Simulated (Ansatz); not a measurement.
TiC:

```
CELL_PARAMETERS angstrom
0.00000 2.16572 2.16572
2.16572 0.00000 2.16572
2.16572 2.16572 0.00000
ATOMIC_POSITIONS crystal
Ti 0.00000 0.00000 0.00000
C 0.50000 0.50000 0.50000
```

The cell is a database's computed one.

Below is the output of Ansatz 0.2.0 for this cell. Logs are shortened: lines on timing, memory, paths and dates and some standing lists are left out, and cuts for length are marked.

```text
Warning: RAYON_NUM_THREADS=1 ignored (pool sized by the plan → 1); use --threads N
LAPW: plane waves up to 8.485 Å⁻¹, error target 3.0e-3 eV per atom; small_component_spin mean_spin; C in spheres of 0.933 Å, 6 of its electrons in bands, Dirac shells []; Ti in spheres of 1.232 Å, 12 of its electrons in bands, Dirac shells [] (how accurate: hamiltonian.pseudopotentials.lapw.basis_error, Limitations)
Engine: ansatz 0.2.0, x86_64-unknown-linux-gnu
Pseudopotentials: kind: all_electron
Pseudopotential: Ti, LAPW, valence charge 12, lapw/all_electron/scalar/gaussian/Ti, Koelling and Harmon's equation, gaussian nucleus
Pseudopotential: C, LAPW, valence charge 6, lapw/all_electron/scalar/gaussian/C, Koelling and Harmon's equation, gaussian nucleus
Functional definition: PBE
  parameter kappa = 0.804
  parameter beta = 0.06672455060314922
  exchange = pbe_x(kappa = kappa, mu = beta*pi^2/3)
  correlation = pbe_c(beta = beta)
Crystal: 2 atoms, lattice volume = 20.316 Å³
Basis set: ecut = 274.3066704465687 eV, 181 PW (Γ), exchange–correlation at level 2
Bands: 13, of which v1, the nominal top of the filled ones, is band 9 counted from 1 (8 counted from 0)
Symmetry: 48 space group operations
Space group: Fm-3m (ITA 225), of the structure as read, at distance tolerance 2.7e-5 Å
k-points: 16 of 216
Non-local potential: Ti, projectors of the file, none
Non-local potential: C, projectors of the file, none
Initial density: superposition of atomic densities (chi_scale 0.1, normalization cell, long waves kept (reshape's long-wave potential 0.00 eV rms))
Initial wavefunctions: plane waves of lowest kinetic energy (no species holds an atomic orbital)
Functional: x = pbe(κ = 0.804, μ = 0.2195149727645171), c = pbe(β = 0.06672455060314922)
iter 1 solved again at ethr=3.52e-2 eV; its pass at ethr=1.00e-1 eV (dr2=6.33e0 eV) is discarded
SCF iter   1: F=—  HF=-24274.165025 eV  |F-HF|=—  |Δ(HF+E_count)|=         —  Δρ=1.59e-1  dr2=6.33e0  ethr=3.52e-2  ⟨swp⟩=2.0  Hψ=1454  notcnv=0
preconditioner: auto → none  [insulator: Δε(μ)=0.549 eV  Ē_g=20.602 eV  σ=0.020 eV  W_gap=1.00  n_scr=8 (ndim 8)  ℏωp=30.8 eV  f_vac=0.000  D(μ)=0.00/eV (n_scr^D=0)  ε∞_Penn≈3.2]
SCF iter   2: F=—  HF=-24275.238135 eV  |F-HF|=—  |Δ(HF+E_count)|=    1.07e0  Δρ=1.81e-1  dr2=8.00e0  ethr=3.52e-2  ⟨swp⟩=3.0  Hψ=716  notcnv=0
iter 3 solved again at ethr=8.33e-4 eV; its pass at ethr=3.52e-2 eV (dr2=1.50e-1 eV) is discarded
SCF iter   3: F=—  HF=-24271.916794 eV  |F-HF|=—  |Δ(HF+E_count)|=    3.32e0  Δρ=2.85e-2  dr2=1.51e-1  ethr=8.33e-4  ⟨swp⟩=2.1  Hψ=1113  notcnv=0
SCF iter   4: F=—  HF=-24271.846515 eV  |F-HF|=—  |Δ(HF+E_count)|=         —  Δρ=1.05e-2  dr2=1.36e-2  ethr=8.33e-4  ⟨swp⟩=3.0  Hψ=703  notcnv=0
the basis was enlarged: its passes take 29.8 KiB over the memory plan, 1 of 1 planned eigensolver slots
SCF iter   5: F=—  HF=-24271.849987 eV  |F-HF|=—  |Δ(HF+E_count)|=   3.47e-3  Δρ=5.18e-3  dr2=6.54e-3  ethr=7.57e-5  ⟨swp⟩=2.1  Hψ=647  notcnv=0
SCF iter   6: F=—  HF=-24271.847238 eV  |F-HF|=—  |Δ(HF+E_count)|=   2.75e-3  Δρ=2.05e-3  dr2=9.70e-4  ethr=3.63e-5  ⟨swp⟩=2.0  Hψ=621  notcnv=0
SCF iter   7: F=—  HF=-24271.846562 eV  |F-HF|=—  |Δ(HF+E_count)|=   6.76e-4  Δρ=7.14e-4  dr2=1.04e-4  ethr=5.39e-6  ⟨swp⟩=2.0  Hψ=583  notcnv=0
SCF iter   8: F=—  HF=-24271.846422 eV  |F-HF|=—  |Δ(HF+E_count)|=   1.40e-4  Δρ=1.53e-4  dr2=4.19e-6  ethr=5.77e-7  ⟨swp⟩=2.0  Hψ=589  notcnv=0
SCF iter   9: F=—  HF=-24271.846415 eV  |F-HF|=—  |Δ(HF+E_count)|=   6.70e-6  Δρ=1.65e-5  dr2=4.17e-8  ethr=2.33e-8  ⟨swp⟩=2.8  Hψ=601  notcnv=0
SCF iter  10: F=-24271.846415 eV  HF=-24271.846415 eV  |F-HF|=3.24e-10  |Δ(HF+E_count)|=   1.01e-7  Δρ=5.50e-7  dr2=3.63e-11  ethr=2.32e-10  ⟨swp⟩=2.9  Hψ=626  notcnv=0
SCF 1 converged in 10 iterations: F = -24271.846415 eV  dr2 = 3.63e-11
SCF converged after 10 iterations
Free energy (F): -24271.846415 eV
Harris-Foulkes:  -24271.846415 eV  (|F-HF|=3.24e-10)
Internal energy: -24271.846166 eV  (E = F + TS)
E sigma→0 (E₀):  -24271.846291 eV
Entropy (-TS):   -0.000249 eV (-0.124 meV/atom)
Fermi energy:    15.020909 eV
--- Per-component energies (eV) ---
  E_band       = -602.858209
  E_kinetic    = 24492.381905
  E_xc         = -1295.753833
  E_electrostatic = -47468.474238  (all electrons and nuclei)
  E_smearing   = -0.000249  (= −TS)
  E_closure    = 0.000000  (closes the sum)
  E_atoms      = -24254.253874  (free atoms, spherical and without spin; not in F)
  Σ components = -24271.846415   (vs F -24271.846415, Δ=0.00e0)
  Basis errors (estimates in eV, not in F): energy 9.6e-4 per atom: plane waves 8.6e-4 (4.7e-4 summed), levels above the bands 1.1e-42, relativity 3.2e-8, radial functions 9.8e-5, core shells 2.3e-6; eigenvalues (radial functions only) 1.4e-5; not estimated: angular momenta, meshes, grids; target (lapw.basis_error) 3.0e-3; muffin-tin radii C 0.933 Å, Ti 1.232 Å
--- Forces (eV/Å), atoms counted from 1 ---
  atom   1  Ti    -0.00000000     0.00000000    -0.00000000
  atom   2  C      0.00000000    -0.00000000    -0.00000000
  max |Σ_I F_I| component: 2.42e-31 eV/Å
--- Stress (GPa, compression-positive) ---
        0.247764       0.000000      -0.000000
        0.000000       0.247764      -0.000000
       -0.000000      -0.000000       0.247764
  P = ⅓ Tr σ = 0.2478 GPa (2.478 kbar)
--- Band table (eV; the first three rows and the last of 16) ---
  k-point 0: bands = ["-249.5041", "-41.4134", "-17.4491", "-17.4491", "-17.4491", "2.7383", "15.8331", "15.8331", "15.8331", "16.8149", "16.8149", "16.8149", "16.8584"]
  k-point 1: bands = ["-249.5041", "-41.3951", "-17.5775", "-17.4613", "-17.4613", "3.3488", "13.8309", "14.3359", "14.3359", "16.4269", "16.4269", "17.5810", "19.6188"]
  k-point 2: bands = ["-249.5041", "-41.3585", "-17.8265", "-17.4854", "-17.4854", "4.9104", "11.0153", "12.7815", "12.7815", "17.4474", "17.4474", "18.4435", "22.1575"]
  k-point 15: bands = ["-249.5041", "-41.3158", "-17.8196", "-17.6856", "-17.6237", "5.4486", "11.7857", "12.4122", "12.9594", "16.9416", "18.4874", "18.6666", "19.6283"]
```

**Question.** Write the input and the command behind it.

**Answer.** Single point with PBE, no spin polarisation. The files as run (others can give the same):

input.yaml
```yaml
crystal:
  lattice:
    - [0.0, 2.1657188437, 2.1657188437]
    - [2.1657188437, 0.0, 2.1657188437]
    - [2.1657188437, 2.1657188437, 0.0]
  atoms:
    - { symbol: Ti, position: [0.0, 0.0, 0.0] }
    - { symbol: C, position: [0.5, 0.5, 0.5] }
kpoints:
  mp_grid: { grid: [6, 6, 6] }
scf:
  occupations: { method: fermi_dirac, width: 0.02 }
hamiltonian:
  xc: pbe
  pseudopotentials: { kind: all_electron, lapw: { basis_error: 0.003 } }
output:
  forces: true
  stress: true
  eigenvalues: true
```

Potentials or basis: all-electron LAPW, scalar-relativistic.
Command:
```bash
$ ansatz run input.yaml --threads 1 --pin off --max-ram 3072MiB --backend cpu --events-out ev --progress --plain --runs-dir out
```

Caveat: the k mesh is coarse (spacing up to 0.42 Å⁻¹), so the values aren't converged; the k mesh is thin for a metal, which can move the energy by tens of meV per atom.
